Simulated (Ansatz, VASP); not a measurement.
# W in VASP and in Ansatz

```xyz
3
Lattice="4.6872 0.0000 0.0000 -2.3436 4.0593 0.0000 0.0000 0.0000 2.6085" Properties=species:S:1:pos:R:3 pbc="T T T"
W     0.0000    0.0000    0.0000
W     0.0000    2.7062    1.3043
W     2.3436    1.3531    1.3043
```

This isn't the form of W at room conditions, which is bcc.

Alike in both runs: task single point; functional PBE; k mesh 8 × 8 × 11; occupations fermi-dirac, width 0.08 eV; no spin polarisation.

```csv
,VASP,Ansatz
version,VASP 6.6.1,Ansatz 0.2.0
potentials or method,"VASP PAW PBE potentials, release 64 (W_sv), cutoff 520 eV","all-electron LAPW, scalar-relativistic"
```

|  | VASP | Ansatz | Ansatz less VASP |
| --- | --- | --- | --- |
| pressure (GPa) | 0.5 | 0.1 | -0.48 |
| largest component of the traceless stress (GPa) | 0.35 | 0.00 | -0.342 |

Ansatz ran all-electron here, so the differences hold the error of VASP's frozen core and of both bases.

The runs have no spin-orbit coupling, so splittings on W are missing.
